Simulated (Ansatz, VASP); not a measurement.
## Two plane-wave programs on PbS

```
CELL_PARAMETERS angstrom
0.00000 2.94294 2.94294
2.94294 0.00000 2.94294
2.94294 2.94294 0.00000
ATOMIC_POSITIONS crystal
Pb 0.00000 0.00000 0.00000
S 0.50000 0.50000 0.50000
```

Alike in both runs: task single point; functional PBEsol; k mesh 10 × 10 × 10; occupations gaussian, width 0.05 eV; no spin polarisation.

```csv
,VASP,Ansatz
version,VASP 6.6.1,Ansatz 0.2.0
potentials or method,"VASP PAW PBE potentials, release 64 (Pb_d, S)","scalar-relativistic, plane waves, PAW"
plane-wave cutoff (eV),520,420
valence electrons in the cell,20,20
```

Ansatz gave:

* gap on the k mesh at the Fermi level (eV): 0.16
* least direct gap on the mesh (eV): 0.16
* pressure (GPa): 0.5

Which values does VASP return?

gap on the k mesh at the Fermi level (eV): 0.17; least direct gap on the mesh (eV): 0.17; pressure (GPa): 0.5.

With one functional, cell and mesh, what is left measures potentials, basis and numerics.

Caveats: the PAW data sets were made with another functional, which shifts forces and pressure a little (VASP); spin-orbit coupling is left out, which as a rule narrows the gap of such compounds by several tenths of an eV.
